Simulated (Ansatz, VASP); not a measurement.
## One calculation of ZnAu, two programs

```
CELL_PARAMETERS angstrom
3.15005 0.00000 0.00000
0.00000 3.15005 0.00000
0.00000 0.00000 3.15005
ATOMIC_POSITIONS crystal
Zn 0.50000 0.50000 0.50000
Au 0.00000 0.00000 0.00000
```

Alike in both runs: task single point; functional PBE; k mesh 6 × 6 × 6; occupations gaussian, width 0.1 eV; no spin polarisation.

|  | VASP | Ansatz |
| --- | --- | --- |
| version | VASP 6.6.1 | Ansatz 0.2.0 |
| potentials or method | VASP PAW PBE potentials, release 64 (Zn, Au) | scalar-relativistic, plane waves, PAW |
| plane-wave cutoff (eV) | 520 | 420 |
| valence electrons in the cell | 23 | 31 |

|  | VASP | Ansatz | Ansatz less VASP |
| --- | --- | --- | --- |
| gap on the k mesh at the Fermi level (eV) | none | none | - |
| pressure (GPa) | 4.7 | 4.6 | -0.10 |

A gap of «none» marks a metal or a gap that the smearing closes. The two sets of potentials don't hold the same shells in valence.

The runs have no spin-orbit coupling, so splittings on Au are missing.
